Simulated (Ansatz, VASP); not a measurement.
# Ti in VASP and in Ansatz

File INCAR:

```
SYSTEM = Ti
PREC = Accurate
ENCUT = 520
EDIFF = 1E-6
ISMEAR = 0
SIGMA = 0.15
LREAL = .FALSE.
LASPH = .TRUE.
NELM = 100
ALGO = Fast
ISIF = 2
LWAVE = .FALSE.
LCHARG = .TRUE.
GGA = CA
LELF = .TRUE.
LVHAR = .TRUE.
NBANDS = 12
```

Contents of KPOINTS:

```
regular mesh
0
G
  22 22 22
  0 0 0
```

The input POSCAR:

```
Ti
1.0
   -1.6410000000      1.6410000000      1.6410000000
    1.6410000000     -1.6410000000      1.6410000000
    1.6410000000      1.6410000000     -1.6410000000
Ti
1
Direct
    0.0000000000      0.0000000000      0.0000000000
```

Input for Ansatz:

```yaml
crystal:
  lattice:
    - [-1.641, 1.641, 1.641]
    - [1.641, -1.641, 1.641]
    - [1.641, 1.641, -1.641]
  atoms:
    - { symbol: Ti, position: [0.0, 0.0, 0.0] }
basis:
  ecutwfc: 420
kpoints:
  mp_grid: { grid: [22, 22, 22] }
hamiltonian:
  xc: lda
scf:
  occupations: { method: gaussian, width: 0.15 }
output:
  forces: true
  stress: true
  eigenvalues: true
```

This isn't the form of Ti at room conditions, which is hcp.

Alike in both runs: task single point; functional LDA; k mesh 22 × 22 × 22; occupations gaussian, width 0.15 eV; no spin polarisation.

|  | VASP | Ansatz |
| --- | --- | --- |
| version | VASP 6.6.1 | Ansatz 0.2.0 |
| potentials or method | VASP PAW LDA potentials, release 64 (Ti_sv) | scalar-relativistic, plane waves, PAW |
| plane-wave cutoff (eV) | 520 | 420 |
| valence electrons in the cell | 12 | 12 |

Ansatz gave:

* gap on the k mesh at the Fermi level (eV): none
* pressure (GPa): -10.8

Task: Which values does VASP return?

Result: gap on the k mesh at the Fermi level (eV): none; pressure (GPa): -11.1.

A gap of «none» marks a metal or a gap that the smearing closes.
